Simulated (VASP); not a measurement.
# NbP in VASP: further runs

One crystal, NbP, is run at these levels: PBE; tasks: single point, molecular dynamics.

Everything below comes from runs of VASP 6.6.1. Logs are shortened: lines on timing, memory, paths and dates and some standing lists are left out, and cuts for length are marked.

## (1) The crystal as given

The cell holds a amorphous, 4 atoms: a = 3.990 Å, b = 3.865 Å, c = 4.196 Å, α = 83.97°, β = 95.05°, γ = 85.85°.

The cell was built by a generator and needn't be a form met in nature.

## (2) Single point, PBE

INCAR

```
PREC     = Accurate       # precision mode
ENCUT    = 520            # plane-wave cutoff, eV
EDIFF    = 1E-6           # SCF threshold, eV
ISMEAR   = -1             # smearing method
SIGMA    = 0.05           # smearing width, eV
LREAL    = False          # projectors in reciprocal space
LASPH    = True           # aspherical terms in the spheres
NELM     = 100            # most SCF steps
ALGO     = Normal         # electronic algorithm
ISIF     = 2              # what is computed and relaxed
LWAVE    = False          # write WAVECAR
LCHARG   = False          # write CHGCAR
GGA      = PE             # functional
NBANDS   = 26             # bands
```

KPOINTS

```
Automatic mesh
0
Gamma
  4 4 4
```

POSCAR

```
NbP
1.0
    3.9842980000      0.1736680000     -0.1388740000
    0.1319430000      3.8271630000      0.5259910000
   -0.2183210000     -0.1227870000      4.1888910000
Nb P
2 2
Direct
    0.4402183333      0.3778472234      0.7740131319
    0.9270533365      0.3884176835      0.3035930988
    0.4304176420      0.7601720827      0.2221753074
    0.8993682950      0.9474132867      0.8637687184
```

Potentials or basis: VASP PAW PBE potentials, release 64 (Nb_sv, P).

Command:

```console
> cat potpaw_PBE.64/Nb_sv/POTCAR potpaw_PBE.64/P/POTCAR > POTCAR
> mpirun -np 1 vasp_std > vasp.out
```

OUTCAR:

```text
PREC = Accurate
   ENCUT = 520
   EDIFF = 1E-6
   ISMEAR = -1
   LREAL = False
   LASPH = True
   NELM = 100
   ISIF = 2
   GGA = PE

 ion  position               nearest neighbor table
   1  0.440  0.378  0.774-   4 2.36   3 2.51   3 2.61   2 2.71   2 2.83   4 2.85   3 2.88   2 2.89
                             4 3.00
   2  0.927  0.388  0.304-   3 2.34   3 2.58   4 2.64   4 2.68   1 2.71   4 2.77   1 2.83   1 2.89

   3  0.430  0.760  0.222-   2 2.34   4 2.50   1 2.51   2 2.58   4 2.60   1 2.61   1 2.88
   4  0.899  0.947  0.864-   1 2.36   3 2.50   3 2.60   2 2.64   2 2.68   2 2.77   1 2.85   1 3.00

  LATTYP: Found a triclinic cell.
 ALAT       =     5.5306246791
 B/A-ratio  =     0.7587521304
 C/A-ratio  =     1.0402541811
 COS(alpha) =     0.0095961926
 COS(beta)  =     0.5428521710
 COS(gamma) =     0.6952881414

  Lattice vectors:

 A1 = (  -3.7659770000,  -0.0508810000,  -4.0500170000)
 A2 = (   0.2183210000,   0.1227870000,  -4.1888910000)
 A3 = (  -4.1162410000,  -4.0008310000,  -0.3871170000)

Analysis of symmetry for initial positions (statically):
=====================================================================
 Subroutine PRICEL returns:
 Original cell was already a primitive cell.

 Routine SETGRP: Setting up the symmetry group for a
 triclinic supercell.

 Subroutine GETGRP returns: Found  1 space group operations
 (whereof  1 operations were pure point group operations)
 out of a pool of  2 trial point group operations.

The static configuration has the point symmetry C_1 .

Analysis of symmetry for dynamics (positions and initial velocities):
=====================================================================
 Subroutine PRICEL returns:
 Original cell was already a primitive cell.

 Routine SETGRP: Setting up the symmetry group for a
 triclinic supercell.

 Subroutine GETGRP returns: Found  1 space group operations
 (whereof  1 operations were pure point group operations)
 out of a pool of  2 trial point group operations.

The dynamic configuration has the point symmetry C_1 .

 Subroutine INISYM returns: Found  1 space group operations
 (whereof  1 operations are pure point group operations),
 and found     1 'primitive' translations

----------------------------------------------------------------------------------------

                                     Primitive cell

  volume of cell :      63.9022

  direct lattice vectors                    reciprocal lattice vectors
     3.984298000  0.173668000 -0.138874000     0.251887482 -0.010446122  0.012821933
     0.131943000  3.827163000  0.525991000    -0.011117377  0.260702793  0.007062432
    -0.218321000 -0.122787000  4.188891000     0.009746795 -0.033082269  0.238264939

  length of vectors
     3.990498354  3.865391586  4.196373258     0.252429846  0.261035286  0.240748037

  position of ions in fractional coordinates (direct lattice)
     0.440218333  0.377847223  0.774013132
     0.927053337  0.388417684  0.303593099
     0.430417642  0.760172083  0.222175307
     0.899368295  0.947413287  0.863768718

  ion indices of the primitive-cell ions
   primitive index   ion index
                 1           1
                 2           2
                 3           3
                 4           4

----------------------------------------------------------------------------------------

 KPOINTS: Automatic mesh

Automatic generation of k-mesh.
 Grid dimensions read from file:
 generate k-points for:    4    4    4

 Generating k-lattice:

  Cartesian coordinates                     Fractional coordinates (reciprocal lattice)
     0.062971870 -0.002611530  0.003205483     0.250000000  0.000000000 -0.000000000
    -0.002779344  0.065175698  0.001765608    -0.000000000  0.250000000  0.000000000
     0.002436699 -0.008270567  0.059566235     0.000000000  0.000000000  0.250000000

  Length of vectors
     0.063107461  0.065258821  0.060187009

  Shift w.r.t. Gamma in fractional coordinates (k-lattice)
     0.000000000  0.000000000  0.000000000

 Subroutine IBZKPT returns following result:
 ===========================================

 Found     36 irreducible k-points:

 Following reciprocal coordinates:
            Coordinates               Weight
  0.000000  0.000000  0.000000      1.000000
  0.250000 -0.000000  0.000000      2.000000
  0.500000 -0.000000  0.000000      1.000000
  0.000000  0.250000  0.000000      2.000000
  0.250000  0.250000  0.000000      2.000000
  0.500000  0.250000  0.000000      2.000000
[... 16 lines left out ...]
  0.000000 -0.250000  0.250000      2.000000
  0.250000 -0.250000  0.250000      2.000000
 [... further k-points ...]
   k-points           NKPTS =     36   k-points in BZ     NKDIM =     36   number of bands    NBANDS=     26
   number of dos      NEDOS =    301   number of ions     NIONS =      4
   total plane-waves  NPLWV =  28800
   dimension x,y,z NGX =    30 NGY =   30 NGZ =   32
   dimension x,y,z NGXF=    60 NGYF=   60 NGZF=   64
   ions per type =               2   2
   NGX,Y,Z   is equivalent  to a cutoff of  12.50, 12.90, 12.68 a.u.
   NGXF,Y,Z  is equivalent  to a cutoff of  25.00, 25.81, 25.35 a.u.
 SYSTEM =  unknown system
   PREC   = accura    normal or accurate (medium, high low for compatibility)
   ISTART =      0    job   : 0-new  1-cont  2-samecut
   ICHARG =      2    charge: 1-file 2-atom 10-const
   ISPIN  =      1    spin polarized calculation?
   LNONCOLLINEAR =      F non collinear calculations
   LSORBIT =      F    spin-orbit coupling
   LASPH  =      T    aspherical Exc in radial PAW
   ENCUT  =  520.0 eV  38.22 Ry    6.18 a.u.   7.42  7.19  7.80*2*pi/ulx,y,z
   NELM   =    100;   NELMIN=  2; NELMDL= -5     # of ELM steps
   EDIFF  = 0.1E-05   stopping-criterion for ELM
   LREAL  =      F    real-space projection
   EDIFFG = 0.1E-04   stopping-criterion for IOM
   NSW    =      0    number of steps for IOM
   IBRION =     -1    ionic relax: 0-MD 1-quasi-New 2-CG
   NFREE  =      0    steps in history (QN), initial steepest desc. (CG)
   ISIF   =      2    stress and relaxation
   ISYM   =      2    0-nonsym 1-usesym 2-fastsym
   POTIM  = 0.5000    time-step for ionic-motion
   TEBEG  =    0.0;   TEEND  =   0.0 temperature during run
   PSTRESS=    0.0 pullay stress
   NELECT =      36.0000    total number of electrons
   NUPDOWN=      -1.0000    fix difference up-down
   EMIN   =  10.00;   EMAX   =-10.00  energy-range for DOS
   EFERMI =   0.00;   METHOD = LEGACY
   ISMEAR =    -1;   SIGMA  =   0.05  broadening in eV -4-tet -1-fermi 0-gaus
   EFERMI_NEDOS =   21; number of points for ismear=-14 and -15
   IALGO  =     38    algorithm
   IMIX   =      4    mixing-type and parameters
     AMIX     =   0.40;   BMIX     =  1.00
     AMIX_MAG =   1.60;   BMIX_MAG =  1.00
  volume/ion in A,a.u.               =      15.98       107.81
  Fermi-wavevector in a.u.,A,eV,Ry     =   1.352084  2.555069 24.873252  1.828132
  Thomas-Fermi vector in A             =   2.479453
   LORBIT       =      0    0 simple, 1 ext, 2 COOP (PROOUT), +10 PAW based schemes
   GGA     = PE    functional components
   LHFCALC =     F    Hartree Fock is set to
   AEXX    =    0.0000 exact exchange contribution
   IVDW    =     0    specifies the selected vdW correction
   LEPSILON=     F    determine dielectric tensor
   LRPA    =     F    only Hartree local field effects (RPA)
 non-spin polarized calculation
  energy-cutoff  :      520.00
  volume of cell :       63.90
 maximum number of plane-waves:      1738
 NGX is ok and might be reduce to    30
   NGX = 15   NGY = 15   NGZ = 15

 number of electron      36.0000000 magnetization

 Free energy of the ion-electron system (eV)
  ---------------------------------------------------
  ext. energy  EPLUGINS =         0.00000000
  ---------------------------------------------------
  free energy    TOTEN  =       -31.35725498 eV

  energy without entropy =      -31.33057211  energy(sigma->0) =      -31.34391354

 E-fermi :  11.2553     XC(G=0): -11.9866

 val. band max:       11.2519854672   @ k =   0.2500  -0.0000   0.0000
 cond. band min:      11.2621513726   @ k =   0.0000   0.5000   0.0000
 fundamental gap:      0.0101659054
 Fermi energy:        11.2552683939

 k-point     1 :       0.0000    0.0000    0.0000
  band No.  band energies     occupation
      1     -43.8729      2.00000
      2     -43.6358      2.00000
      3     -20.4885      2.00000
      4     -20.1078      2.00000
      5     -20.0784      2.00000
      6     -19.8282      2.00000
[... 18 lines left out ...]
     25      15.7375      0.00000
     26      16.0294      0.00000

 k-point     2 :       0.2500   -0.0000    0.0000
  band No.  band energies     occupation
      1     -43.8424      2.00000
      2     -43.6657      2.00000
      3     -20.3441      2.00000
      4     -20.0797      2.00000
      5     -20.0392      2.00000
      6     -19.8601      2.00000
[... 18 lines left out ...]
     25      14.7158      0.00000
     26      15.2557      0.00000

 k-point     3 :       0.5000   -0.0000    0.0000
  band No.  band energies     occupation
      1     -43.7931      2.00000
      2     -43.7145      2.00000
      3     -20.0647      2.00000
      4     -20.0330      2.00000
      5     -19.9794      2.00000
      6     -19.9202      2.00000
[... 18 lines left out ...]
     25      15.6162      0.00000
     26      16.7681      0.00000

 k-point     4 :       0.0000    0.2500    0.0000
  band No.  band energies     occupation
      1     -43.8714      2.00000
      2     -43.6348      2.00000
      3     -20.4841      2.00000
      4     -20.1221      2.00000
      5     -20.1036      2.00000
      6     -19.8495      2.00000
[... 18 lines left out ...]
     25      16.3568      0.00000
     26      16.6026      0.00000
[... 496 lines left out ...]
      1     -43.8401      2.00000
      2     -43.6620      2.00000
      3     -20.5334      2.00000
      4     -20.1144      2.00000
      5     -20.0270      2.00000
      6     -19.9098      2.00000
[... 18 lines left out ...]
     25      15.8761      0.00000
     26      16.8929      0.00000

 k-point    23 :       0.0000   -0.2500    0.2500
  band No.  band energies     occupation
      1     -43.8441      2.00000
      2     -43.6625      2.00000
      3     -20.3317      2.00000
      4     -20.0910      2.00000
      5     -20.0600      2.00000
      6     -19.8800      2.00000
[... 18 lines left out ...]
     25      15.4695      0.00000
     26      16.6595      0.00000

 k-point    24 :       0.2500   -0.2500    0.2500
  band No.  band energies     occupation
      1     -43.8065      2.00000
      2     -43.6992      2.00000
      3     -20.2128      2.00000
      4     -20.0470      2.00000
      5     -20.0323      2.00000
      6     -19.9287      2.00000
[... 18 lines left out ...]
     25      16.5086      0.00000
     26      16.8002      0.00000

 [... further k-points ...]

------------------------ aborting loop because EDIFF is reached ----------------------------------------

  FORCE on cell =-STRESS in cart. coord.  units (eV):
  Direction    XX          YY          ZZ          XY          YZ          ZX
  --------------------------------------------------------------------------------------
  -------------------------------------------------------------------------------------
  Total        8.9833323     -4.0004616      4.1934291     -4.9931872      0.2189326      2.8190877
  in kB      225.2332622   -100.3009771    105.1391265   -125.1909433      5.4891552     70.6811566
  external PRESSURE =      76.6904705 kB  Pullay stress =       0.0000000 kB

 VOLUME and BASIS-vectors are now :
 -----------------------------------------------------------------------------
  energy-cutoff  :      520.00
  volume of cell :       63.90
      direct lattice vectors                 reciprocal lattice vectors
     3.984298000  0.173668000 -0.138874000     0.251887482 -0.010446122  0.012821933
     0.131943000  3.827163000  0.525991000    -0.011117377  0.260702793  0.007062432
    -0.218321000 -0.122787000  4.188891000     0.009746795 -0.033082269  0.238264939

 POSITION                                       TOTAL-FORCE (eV/Angst)
 -----------------------------------------------------------------------------------
      1.63483      1.42750      3.37987        -1.767176      0.651090      0.887247
      3.67863      1.61026      1.34728         1.886337     -1.467787     -0.882330
      1.76671      2.95677      1.27074        -1.193473      1.165469      0.779341
      3.51978      3.67604      3.99167         1.074311     -0.348772     -0.784257
 -----------------------------------------------------------------------------------
    total drift:                               -0.000282     -0.000060      0.000171

  FREE ENERGIE OF THE ION-ELECTRON SYSTEM (eV)
  ---------------------------------------------------
  free  energy   TOTEN  =       -31.3572549797 eV

  energy  without entropy=      -31.3305721050  energy(sigma->0) =      -31.34391354
```

Wall time 44 s (1 thread of Intel Xeon Platinum 8488C (Sapphire Rapids), shared host); peak memory 0.19 GiB.

What came out:

```
Free energy            : -31.3573 eV
Pressure               : 7.7 GPa
Largest force          : 2.548 eV/Å
Band gap on the k mesh : none (metal or under the smearing width)
```

Forces in eV/Å, atoms in the order of the input:
```
Nb  -1.767  0.651  0.887
Nb   1.886 -1.468 -0.882
P   -1.193  1.165  0.779
P    1.074 -0.349 -0.784
```

Caveat: the k mesh is coarse (spacing up to 0.41 Å⁻¹), so the values aren't converged.

[end of part 1 of 2]
